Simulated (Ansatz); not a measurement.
# Cutoff convergence: LiH

System: LiH (rock salt type, first atom moved by 0.06 Å along [111]), 2 atoms in the cell.

```
Li H
1.0
     0.00000    2.01000    2.01000
     2.01000    0.00000    2.01000
     2.01000    2.01000    0.00000
Li H
1 1
Cartesian
  0.0346 0.0346 0.0346
  2.0100 2.0100 2.0100
```

These are results of HSE06, plane waves, PAW datasets (generated soft set 1) (Ansatz), not measurements.

Exchange singularity: Wigner-Seitz; k-mesh 4×4×4 Γ-centred; Fermi–Dirac smearing of 0.05 eV; no spin polarisation.

```
cutoff (eV)  E − E(top) (meV/atom)  pressure at fixed basis (GPa)  corrected pressure (GPa)  rms force change (meV/Å)
        280                   16.0                          -1.91                     -0.33                       0.0
        300                    9.7                          -1.39                     -0.49                       0.9
        320                    5.8                          -1.06                     -0.51                       0.5
        340                    3.8                          -0.88                     -0.52                       0.2
        380                    1.6                          -0.69                     -0.50                       0.0
        420                    0.6                          -0.60                     -0.51                       0.0
        480                    0.1                          -0.55                     -0.53                       0.0
        560                    0.0                          -0.53                     -0.53                       0.0
```

Against the 560 eV run, total energies lie within 1 meV/atom from 420 eV on. Forces lie within 5 meV/Å (rms) from 280 eV on. The pressure at a fixed basis moves by -1.38 GPa at 280 eV.

The k-mesh is modest, so these values aren't fully converged in k.
